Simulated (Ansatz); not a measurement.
## PBE against r2SCAN: KF, isotropic strain +4.79 %

The parent structure is KF in the rock salt structure (space group Fm-3m, No. 225; a = 5.421 Å).

(Cell as relaxed with PBE.)

Levels (all Ansatz, a first-principles code, PAW): PBE (420 eV, no SOC); r2SCAN (500 eV, no spin-orbit coupling).

Each level relaxes its own structure.

| base | PBE | r2SCAN |
|---|---|---|
| volume per atom | 19.91 Å³ | 18.80 Å³ |
| lattice parameter a | 10.244 bohr | 10.050 bohr |
| band gap | 5.96 eV | 6.91 eV |

It is then changed as follows: every lattice vector is stretched by 4.79 %; the atoms relax in the strained cell.

| quantity | PBE | r2SCAN |
|---|---|---|
| gap character | direct at Γ | direct at Γ |
| pressure | -2.91 GPa | -3.51 GPa |
| shift of the gap caused by the change | -0.65 eV | -0.70 eV |
| band gap | 5.31 eV | 6.21 eV |

PBE's pressure lies 0.60 GPa above r2SCAN's; PBE's shift of the gap caused by the change lies 0.05 eV above r2SCAN's; PBE's band gap lies 0.90 eV below r2SCAN's; the two agree on the gap character. Neither level is exact; r2SCAN is the comparison here, not a measurement.

Whether these cells are dynamically stable was not tested.
